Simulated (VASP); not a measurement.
Li2S: single point with PBE

Crystal: Li2S.

```
CELL_PARAMETERS angstrom
0.00000 2.85268 2.85268
2.85268 0.00000 2.85268
2.85268 2.85268 0.00000
ATOMIC_POSITIONS crystal
Li 0.75000 0.75000 0.75000
Li 0.25000 0.25000 0.25000
S 0.00000 0.00000 0.00000
```

The cell comes from a database or a generator and needn't be the stable form of this composition.

```
Program             : VASP 6.6.1
Task                : single point
Functional          : PBE
Potentials or basis : VASP PAW PBE potentials, release 64 (Li_sv, S)
Cutoff              : 520 eV
k mesh              : 8 × 8 × 8
Occupations         : gaussian, width 0.02 eV
Spin                : no spin polarisation
```

The band gap on the k mesh is 3.39 eV, indirect (least direct gap 4.26 eV).

Levels at points of the mesh, in eV from the valence-band top:
```csv
k point,band 4,band 5,band 6,band 7,band 8,band 9
"(0.00, 0.00, 0.00)",0.00,0.00,0.00,4.26,6.23,6.23
"(0.50, 0.00, 0.00)",-2.86,-0.50,-0.50,6.10,6.57,6.57
"(0.50, 0.50, 0.00)",-2.15,-1.41,-1.41,3.39,7.09,11.06
```

It took 22 s on 1 thread of Intel(R) Xeon(R) Platinum 8488C (Sapphire Rapids), on a shared host, peak memory 0.16 GiB.

 PBE gaps usually lie below the measured ones, often by a third to a half.
